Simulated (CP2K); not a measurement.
Input of a CP2K 2026.2 run:

File ti_bands.inp:

```
&GLOBAL
  PROJECT ti_bands
  RUN_TYPE ENERGY_FORCE
  PRINT_LEVEL LOW
&END GLOBAL
&FORCE_EVAL
  METHOD QS
  STRESS_TENSOR ANALYTICAL
  &DFT
    BASIS_SET_FILE_NAME BASIS_MOLOPT_UZH
    POTENTIAL_FILE_NAME POTENTIAL_UZH
    &MGRID
      CUTOFF 675
      REL_CUTOFF 60
      NGRIDS 5
    &END MGRID
    &QS
      METHOD GPW
      EPS_DEFAULT 1.0E-9
    &END QS
    &KPOINTS
      SCHEME MONKHORST-PACK 11 11 11
      GAMMA_CENTERED T
      SYMMETRY T
      SYMMETRY_BACKEND SPGLIB
    &END KPOINTS
    &SCF
      SCF_GUESS ATOMIC
      EPS_SCF 1.0E-6
      MAX_SCF 100
      ADDED_MOS 11
      CHOLESKY OFF
      EPS_EIGVAL 1.0E-7
      &DIAGONALIZATION ON
        ALGORITHM STANDARD
      &END DIAGONALIZATION
      &MIXING ON
        METHOD BROYDEN_MIXING
        ALPHA 0.4
        BETA 1.5
        NBUFFER 8
      &END MIXING
      &SMEAR ON
        METHOD FERMI_DIRAC
        ELECTRONIC_TEMPERATURE [K] 116.045
      &END SMEAR
    &END SCF
    &XC
      &XC_FUNCTIONAL
        &MGGA_X_R2SCAN
        &END MGGA_X_R2SCAN
        &MGGA_C_R2SCAN
        &END MGGA_C_R2SCAN
      &END XC_FUNCTIONAL
    &END XC
    &PRINT
      &KPOINTS ON
      &END KPOINTS
      &MULLIKEN ON
      &END MULLIKEN
      &MO ON
        ENERGIES T
        OCCUPATION_NUMBERS T
        &EACH
          QS_SCF 0
        &END EACH
        ADD_LAST NUMERIC
      &END MO
      &BAND_STRUCTURE
        FILE_NAME bands.bs
        ADDED_MOS 2
        &KPOINT_SET
          UNITS B_VECTOR
          NPOINTS 8
          SPECIAL_POINT GAMMA 0.00000000 0.00000000 0.00000000
          SPECIAL_POINT X 0.50000000 0.00000000 0.50000000
          SPECIAL_POINT W 0.50000000 0.25000000 0.75000000
          SPECIAL_POINT K 0.37500000 0.37500000 0.75000000
          SPECIAL_POINT GAMMA 0.00000000 0.00000000 0.00000000
          SPECIAL_POINT L 0.50000000 0.50000000 0.50000000
          SPECIAL_POINT U 0.62500000 0.25000000 0.62500000
          SPECIAL_POINT W 0.50000000 0.25000000 0.75000000
          SPECIAL_POINT L 0.50000000 0.50000000 0.50000000
          SPECIAL_POINT K 0.37500000 0.37500000 0.75000000
        &END KPOINT_SET
        &KPOINT_SET
          UNITS B_VECTOR
          NPOINTS 8
          SPECIAL_POINT U 0.62500000 0.25000000 0.62500000
          SPECIAL_POINT X 0.50000000 0.00000000 0.50000000
        &END KPOINT_SET
      &END BAND_STRUCTURE
    &END PRINT
  &END DFT
  &SUBSYS
    &CELL
      A 2.8708535316 0.0000000000 0.0000000000
      B 1.4354267658 2.4862320889 0.0000000000
      C 1.4354267658 0.8287440296 2.3440420929
      PERIODIC XYZ
    &END CELL
    &COORD
      SCALED
      Ti  0.0000000000 0.0000000000 0.0000000000
    &END COORD
    &KIND Ti
      BASIS_SET TZVP-MOLOPT-SCAN-GTH-q12
      POTENTIAL GTH-SCAN-q12
    &END KIND
    &PRINT
      &ATOMIC_COORDINATES ON
      &END ATOMIC_COORDINATES
      &CELL ON
      &END CELL
    &END PRINT
  &END SUBSYS
  &PRINT
    &FORCES ON
    &END FORCES
    &STRESS_TENSOR ON
    &END STRESS_TENSOR
  &END PRINT
&END FORCE_EVAL
```

Potentials or basis: POTENTIAL_UZH Ti GTH-SCAN-q12; TZVP-MOLOPT-SCAN-GTH basis.

Run with:

```bash
$ OMP_NUM_THREADS=1 cp2k.psmp -i ti_bands.inp -o ti_bands.out
```

Question: Estimate the pressure.

Answer: 4.0 GPa.

Question: Predict the band gap on the k mesh.

Answer: None (metal or under the smearing width).

Levels at the corners of the path, in eV from the Fermi level:
```tsv
point	band 3	band 4	band 5	band 6	band 7	band 8	band 9	band 10
Γ	-33.71	-33.71	-6.57	1.03	1.03	1.03	2.96	2.96
X	-33.98	-33.98	-2.79	-1.88	3.15	4.11	4.28	4.28
W	-34.22	-33.99	-1.64	-0.40	-0.40	2.50	4.28	9.26
K	-34.16	-33.92	-1.84	-1.33	0.76	3.01	3.83	7.89
Γ	-33.71	-33.71	-6.57	1.03	1.03	1.03	2.96	2.96
L	-33.80	-33.80	-2.80	0.67	0.96	0.96	4.03	4.03
U	-34.16	-33.92	-1.84	-1.33	0.76	3.01	3.83	7.89
W	-34.22	-33.99	-1.64	-0.40	-0.40	2.50	4.28	9.26
L	-33.80	-33.80	-2.80	0.67	0.96	0.96	4.03	4.03
K	-34.16	-33.92	-1.84	-1.33	0.76	3.01	3.83	7.89
U	-34.16	-33.92	-1.84	-1.33	0.76	3.01	3.83	7.89
X	-33.98	-33.98	-2.79	-1.88	3.15	4.11	4.28	4.28
```

Caveat: the basis of atomic orbitals isn't converged, which shifts pressures, moduli and gaps.
